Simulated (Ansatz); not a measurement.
**SnSe₂: a vibration from a frozen displacement**

Computed with Ansatz, DFT PBE, scalar-relativistic, plane waves, PAW. Cutoff 420 eV, Γ-centred 12×12×4 k-points, Gaussian smearing of 0.05 eV. No spin polarisation. Energies are free energies at this smearing, counted from the undisturbed cell; pressure is positive in compression.

The starting cell (relaxed at this level):

```
Sn Se
1.0
     3.87175    0.00000    0.00000
    -1.93587    3.35303    0.00000
     0.00000    0.00000    6.98802
Sn Se
1 2
Direct
  0.00000 0.00000 0.00000
  0.33333 0.66667 0.22815
  0.66667 0.33333 0.77185
```

The cell holds layers and no dispersion correction was added, so their binding is poorly described.

Every Se atom is moved by x along the Cartesian unit vector (0.000, -0.814, -0.581); the cell and all other atoms stay fixed. The cell's volume is 90.72 Å³; the moved atoms weigh 157.942 u together and the others 118.710 u. Some rows repeat others by symmetry and weren't run.

| x (Å) | ΔE (meV/cell) | total force on the moved atoms along the move (eV/Å) | pressure (GPa) |
| --- | --- | --- | --- |
| -0.1000 | 40.54 | 0.8208 | 0.2066 |
| -0.0875 | 30.95 | 0.7140 | 0.1613 |
| -0.0750 | 22.69 | 0.6091 | 0.1221 |
| -0.0625 | 15.72 | 0.5055 | 0.0891 |
| -0.0500 | 10.04 | 0.4030 | 0.0622 |
| -0.0375 | 5.64 | 0.3014 | 0.0413 |
| -0.0250 | 2.51 | 0.2006 | 0.0264 |
| -0.0125 | 0.63 | 0.1001 | 0.0174 |
| 0.0000 | 0.00 | 0.0000 | 0.0144 |
| 0.0125 | 0.63 | -0.1001 | 0.0174 |
| 0.0250 | 2.51 | -0.2006 | 0.0264 |
| 0.0375 | 5.64 | -0.3014 | 0.0413 |
| 0.0500 | 10.04 | -0.4030 | 0.0622 |
| 0.0625 | 15.72 | -0.5055 | 0.0891 |
| 0.0750 | 22.69 | -0.6091 | 0.1221 |
| 0.0875 | 30.95 | -0.7140 | 0.1613 |
| 0.1000 | 40.54 | -0.8208 | 0.2066 |

Problem. What frequency belongs to this motion?

Solution. The force constant is k = −dF/dx = 8.009 eV/Å², from the parabola through x = -0.0125, 0 and 0.0125. In every cell the moved atoms swing against the rest, so the mass is μ = m₁m₂/(m₁ + m₂) = 67.772 u, and ν̃ = 521.5 cm⁻¹ × √(|k|/μ) = 179 cm⁻¹. The pattern needn't be a normal mode: ν̃² is then a weighted mean of the squared nonzero frequencies at the zone centre of this cell, taken without macroscopic field, so it lies between the lowest and the highest of them.

Problem. How far does the harmonic law reach?

Solution. At x = -0.100 Å, kx²/2 = 40.05 meV against the computed 40.54 meV (+1.2 %): the well is still close to harmonic there.

Problem. The pressure changes with x². What does that say about the frequency under compression?

Solution. With E = k(V)x²/2, k ∝ V^(−2γ) and x scaling with the cell as V^(1/3), P − P0 = −∂E/∂V = (2γ − 2/3) ΔE/V. At x = 0.0250 Å, V(P − P0) = 90.72 × 0.01194 / 160.2 eV = 6.76 meV and ΔE = 2.51 meV, so γ = 1/3 + V(P − P0)/(2ΔE) = 1.68. This is the Grüneisen parameter of the motion under uniform scaling of the cell: shrinking the cell evenly by 1 % in volume raises the frequency by about 1.68 %.

Cost: 9 runs of about 4.6 core-minutes in all, on Arm Neoverse V2 (shared hosts).